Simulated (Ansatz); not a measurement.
The system is Sb.

```
CELL_PARAMETERS angstrom
-4.03001 4.03001 2.02549
4.03001 -4.03001 2.02549
4.03001 4.03001 -2.02549
ATOMIC_POSITIONS crystal
Sb 0.65126 0.15126 0.80253
Sb 0.15126 0.34874 0.50000
Sb 0.34874 0.84874 0.19747
Sb 0.84874 0.65126 0.50000
```

This isn't the form of Sb at room conditions, which is rhombohedral.

- Program: Ansatz 0.2.0
- Task: relaxation of cell and atoms
- Functional: PBE0
- Potentials or basis: Ansatz PAW
- Cutoff: 420 eV (not typed: the program's choice for these potentials)
- k mesh: 4 × 4 × 4
- Occupations: fermi-dirac, width 0.05 eV
- Spin: no spin polarisation

At the start: volume 32.90 Å³/atom.

Q: How do energy, volume and symmetry change on relaxing?

A: It ends after 4 steps and the volume is 32.22 Å³/atom (-2.0 %); space group I4/mcm (No. 140, to 0.05 Å).

The path:
```tsv
step	energy change (eV)	largest force (eV/Å)	volume (Å³)
1	0.0000	0.0577	131.58
2	-0.0188	0.0112	128.77
3	-0.0191	0.0040	128.90
4	-0.0185	0.0041	128.90
```

Final structure:
```cif
data_structure
_symmetry_space_group_name_H-M 'P 1'
_symmetry_Int_Tables_number 1
_cell_length_a 5.9796
_cell_length_b 5.9796
_cell_length_c 5.9796
_cell_angle_alpha 96.683
_cell_angle_beta 96.683
_cell_angle_gamma 140.108
_cell_volume 128.90
loop_
_atom_site_label
_atom_site_type_symbol
_atom_site_fract_x
_atom_site_fract_y
_atom_site_fract_z
_atom_site_occupancy
Sb1 Sb 0.65242 0.15242 0.80484 1
Sb2 Sb 0.15242 0.34758 0.50000 1
Sb3 Sb 0.34758 0.84758 0.19516 1
Sb4 Sb 0.84758 0.65242 0.50000 1
```

Caveat: the k mesh is coarse (spacing up to 0.43 Å⁻¹), so the values aren't converged, least of all with exact exchange; the plane-wave basis is chosen anew once the cell has moved, so the energies of steps on either side of that aren't comparable; the PAW data sets come from PBE, with cores solved anew for the run's functional, which leaves a small shift of forces and pressure.
